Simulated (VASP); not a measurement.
Input of a VASP 6.6.1 run:

File POSCAR:

```
CaSe
1.0
    0.0000000000      2.9675306059      2.9675306059
    2.9675306059      0.0000000000      2.9675306059
    2.9675306059      2.9675306059      0.0000000000
Ca Se
1 1
Direct
    0.0000000000      0.0000000000      0.0000000000
    0.5000000000      0.5000000000      0.5000000000
```

INCAR.step1

```
PREC = Accurate ; ENCUT = 550
ISMEAR = 0 ; SIGMA = 0.001
LREAL = False ; LASPH = True
NELM = 120 ; NBANDS = 15
GGA = PE ; ALGO = Normal
EDIFF = 1E-5 ; LWAVE = True
LCHARG = False ; GGA_COMPAT = False
```

File INCAR.step2:

```
PREC = Accurate ; ENCUT = 550
EDIFF = 1E-6 ; ISMEAR = 0
SIGMA = 0.001 ; LREAL = False
LASPH = True ; NELM = 120
ALGO = Normal ; ISIF = 2
LWAVE = False ; LCHARG = False
METAGGA = R2SCAN ; LMIXTAU = True
NBANDS = 15 ; ISTART = 1
GGA_COMPAT = False
```

KPOINTS

```
Automatic mesh
0
Gamma
  6 6 6
```

Potentials or basis: VASP PAW PBE potentials, release 64 (Ca_sv, Se).

Launch:

```console
$ cat potpaw_PBE.64/Ca_sv/POTCAR potpaw_PBE.64/Se/POTCAR > POTCAR
$ cp INCAR.step1 INCAR
$ mpirun -np 1 vasp_std > vasp.out
$ cp INCAR.step2 INCAR
$ mpirun -np 1 vasp_std > vasp.out
```

**Question.** Predict the band gap on the k mesh.

**Answer.** 2.52 eV, indirect (least direct gap 3.46 eV).

**Question.** Predict the pressure.

**Answer.** 0.3 GPa.

Caveat: the PAW data sets were made with another functional, which shifts forces and pressure a little.

**Measured values to compare with.**

From a printed reference work, monograph, original work of 1988, for a bulk crystal of CaSe at 2 K: band gap 3.85 eV (indirect).

A measured gap of CaSe is 3.85 eV (indirect; 2 K; a printed reference work, monograph, original work of 1988); the calculated 2.52 eV misses it by -1.33 eV. Spin-orbit coupling on Se is left out. The value is that of r2SCAN on a finite k mesh, which can miss the band edges, without temperature or zero-point motion.
